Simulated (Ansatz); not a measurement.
# ZnSe at 1 GPa: from Born charge to LO–TO splitting and polaron coupling

The calculation used DFT PBE, scalar-relativistic, plane waves, PAW (Ansatz). Cutoff 420 eV, 8×8×8 k-points (Γ-centred), fixed occupations. No spin polarisation. Phonons by linear response, acoustic sum rule imposed.

The cell, relaxed at 1 GPa:
```
CELL_PARAMETERS angstrom
0.00000 2.85016 2.85016
2.85016 0.00000 2.85016
2.85016 2.85016 0.00000
ATOMIC_POSITIONS crystal
Zn 0.00000 0.00000 0.00000
Se 0.75000 0.75000 0.75000
```

The run warned that the force constants aren't converged on this k mesh, so the frequencies and all that is formed from them are rough.

Linear response gives ν_TO = 200.4 cm⁻¹, Born charges ±2.080 e (positive on Zn) and ε∞ = 7.317. The primitive cell holds 46.306 Å³, and the masses are 65.380 and 78.971 amu.

**Question.** Find ν_LO and the static dielectric constant.

**Answer.** The long-wave field adds a restoring force: ω_LO² − ω_TO² = Z*²e²/(ε_vac ε∞ μV). In these units ν_LO² − ν_TO² = 4.92064×10⁷ Z*²/(μ V ε∞) cm⁻², with μ = m₁m₂/(m₁ + m₂) = 35.768 amu: 17563 cm⁻². So ν_LO = √(200.4² + 17563) = 240.3 cm⁻¹, and the run gives 240.3. Lyddane–Sachs–Teller then gives ε0 = ε∞ (ν_LO/ν_TO)² = 10.52, against 10.52 in the run (it forms both from the same three quantities, so the match checks the arithmetic only). Between ν_TO and ν_LO the dielectric function is negative and an undamped crystal reflects fully: a reststrahlen band from 41.6 to 49.9 μm.

**Question.** What do the Clausius–Mossotti polarisability and the Szigeti charge come to?

**Answer.** With the Lorentz local field, α = (3V/4π)(ε∞ − 1)/(ε∞ + 2) = 7.50 Å³ for the pair, and e_S = 3Z*/(ε∞ + 2) = 0.67 e. The Born charge includes the electrons' response to the dipole's own local field, and e_S takes that enhancement out. The Lorentz field assumes point-like polarisable ions, a poor picture once ε∞ is this large, since the electron clouds then overlap or are shared, so both numbers are formal here.

**Question.** How strongly does a slow electron couple to the LO mode?

**Answer.** For one isotropic parabolic band, Fröhlich's constant is α_F = (1/ε∞ − 1/ε0) √(m* Ry/ħω_LO), with Ry = 13.606 eV, ħω_LO = 29.8 meV and m* in free-electron masses: α_F = 0.0416 × 21.37 × √m* = 0.89 √m*. The band mass isn't part of this run; for m* = 0.1, 0.3 and 1 it gives 0.28, 0.49, 0.89. In weak coupling the polaron lies α_F ħω_LO below the band edge (14 meV at m* = 0.3) with a mass m*(1 + α_F/6); past α_F of about 5 or 6 that expansion fails. A semilocal functional's ε∞ tends to be too large, which taken alone lowers α_F.

Cost: 1 run of about 1.1 core-minutes, on AMD EPYC 7R43 (Zen 3) (shared hosts).

The Born charge of ±2.080 e lies close to the nominal valence of two, but this doesn't make ZnSe a fully ionic crystal. It is a dynamical charge: when the sublattices shift, the polar covalent Zn–Se bonds rehybridise and electrons flow between the atoms, adding to the smaller static charge. The same polarisable bonding electrons screen the long-range field of the LO mode, which holds down the splitting that so large a charge would otherwise produce.

The ε∞ of 7.317 is above the accepted value for ZnSe, probably because PBE makes the gap too small and virtual interband transitions too easy. At fixed Born charge and TO frequency, that excess passes unchanged into the static constant, since the lattice part doesn't depend on ε∞, while the LO–TO splitting shrinks.

For the light conduction electrons of ZnSe, the estimates suggest weak coupling and a large, mobile polaron rather than self-trapping. They don't carry over directly to holes, whose degenerate, warped bands fall outside the one-band model.
